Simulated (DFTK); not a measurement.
Crystal: Rh.

```xyz
1
Lattice="0.0000 1.8979 1.8979 1.8979 0.0000 1.8979 1.8979 1.8979 0.0000" Properties=species:S:1:pos:R:3 pbc="T T T"
Rh    0.0000    0.0000    0.0000
```

Base run:

```yaml
Program: DFTK 0.8.2
Functional: r2SCAN
Potentials_or_basis: SG15 1.2 (PBE)
Cutoff: 1225 eV
k_mesh: 12 × 12 × 12
Occupations: fermi-dirac, width 0.05 eV
Spin: no spin polarisation
```

Its results: band gap on the k mesh none (metal or under the smearing width); pressure -1.1 GPa.

The run is repeated on the same cell with these changes: functional from r2SCAN to SCAN. What comes out?

Band gap on the k mesh none (metal or under the smearing width); pressure -4.0 GPa.

Caveats: the potentials were made for another functional, which shifts forces and pressure.
